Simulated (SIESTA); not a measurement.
## Au under changes of volume

One of the cells (18.004 Å³/atom); the others are scaled copies at fixed shape and fractional positions:

```
Au
1.0
     1.42066   -2.57286    0.00000
     1.42066    2.57286    0.00000
     0.00000    0.00000    4.92558
Au
2
Direct
  0.33467 0.66533 0.25000
  0.66533 0.33467 0.75000
```

This isn't the form of Au at room conditions, which is fcc.

- Program: SIESTA 5.4.2
- Functional: PBEsol
- Potentials or basis: PseudoDojo 0.4 standard (PBEsol files)
- Basis: DZP (energy shift 0.003 Ry; two zetas on semicore shells)
- Grid cutoff: 800 Ry
- Energy shift: 0.003 Ry
- k mesh: 11 × 11 × 6
- Occupations: fermi-dirac, width 0.05 eV
- Spin: no spin polarisation

```csv
volume (Å³/atom),energy over the lowest point (meV/atom),pressure (GPa),largest force (eV/Å)
16.592,?,?,?
16.945,2.29,2.9,0.056
17.298,0.00,-0.7,0.056
18.004,16.85,-6.6,0.029
18.357,34.12,-9.1,0.031
18.710,56.48,-11.2,0.022
```

Question: What does the run at 16.592 Å³/atom give?

Answer: Energy over the lowest point 12.99 meV/atom; pressure 7.0 GPa; largest force 0.067 eV/Å.

Worked out: A Birch-Murnaghan fit of order 3 (a polynomial in V^(-2/3)) to the other rows has its minimum at 17.22 Å³/atom with B0 = V·E''(V) = 169 GPa and B' = 5.4 at fixed shape and positions, which overstates the stiffness. It gives 13.02 meV/atom at 16.592 Å³/atom, against the run's 12.99, and -dE/dV = 7.0 GPa, against 7.0.

Energies are extrapolated to zero smearing.

Caveats: short orbitals over semicore shells can move pressures by several GPa; the basis of atomic orbitals isn't converged, which shifts pressures, moduli and gaps.
